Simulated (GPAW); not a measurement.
Runs of GPAW 26.7.0 on BP. Symmetry: F-43m, No. 216, cubic system. Conventional cell: a = 4.538 Å, b = 4.538 Å, c = 4.538 Å, α = 90.00°, β = 90.00°, γ = 90.00°. P (site symmetry -43m) is surrounded by 4 B at 1.97 Å. B (site symmetry -43m) is surrounded by 4 P at 1.97 Å. 

```tsv
task	level	potentials or basis	k mesh	cutoff (eV)	smearing	maxiter	data set	band path	band points	eigensolver	mesh quality	gap on the mesh (eV)	pressure (GPa)	V0 of scaled cells (Å³/atom)	B0 (GPa)
equation of state	LDA	JTH PAW 2.0, LDA, pw	10 × 10 × 10	800	fermi-dirac 0.05 eV	150	B jth, P jth	-	-	-	not flagged	-	-	11.29	(c)
single point	HF	GPAW PAW data sets (gpaw-data 1.2.1), pw	5 × 5 × 5	600	fermi-dirac 0.05 eV	60	-	-	-	-	coarse	(b)	-	-	-
band structure	PBE	JTH PAW 2.0, PBE, pw	10 × 10 × 10	800	fermi-dirac 0.05 eV	150	B jth, P jth	GXWKGLUWLK,UX	100	-	not flagged	1.25	0.7	-	-
equation of state	PBE	JTH PAW 2.0, PBE, pw	10 × 10 × 10	800	fermi-dirac 0.05 eV	150	B jth, P jth	-	-	-	not flagged	-	-	11.74	163
band structure	RPBE	the program's PAW data sets (release 1.2.1) made for this functional, pw	10 × 10 × 10	800	fermi-dirac 0.05 eV	150	-	GXWKGLUWLK,UX	80	-	not flagged	1.27	(a)	-	-
equation of state	BLYP+D4	PAW data sets generated in the run's folder for this functional, pw	10 × 10 × 10	800	fermi-dirac 0.05 eV	150	-	-	-	davidson	not flagged	-	-	11.43	166
band structure	revPBE	the program's PAW data sets (release 1.2.1) made for this functional, pw	10 × 10 × 10	800	fermi-dirac 0.05 eV	150	-	GXWKGLUWLK,UX	80	-	not flagged	1.26	3.5	-	-
equation of state	PBE+D3(BJ)	GPAW PAW data sets (gpaw-data 1.2.1), pw	10 × 10 × 10	800	fermi-dirac 0.05 eV	150	-	-	-	-	not flagged	-	-	11.48	170
dielectric tensor	LDA	the program's PAW data sets (release 1.2.1) made for this functional, pw	8 × 8 × 8	600	fermi-dirac 0.001 eV	150	-	-	-	-	not flagged	1.22	-	-	-
```

Alike in all rows: no spin polarisation; cell as given.

Problem. Fill in the values left out.

Solution. (a) 4.2; (b) 7.94; (c) 178.

Caveats: some runs use coarse meshes; the program truncates these outside data sets (some runs); an odd mesh through Γ misses points on the zone boundary, where band edges often lie (some runs); the PAW data sets were made with another functional, which shifts forces and pressure a little (some runs); the long-wavelength limit can be off by a per cent or two (some runs).
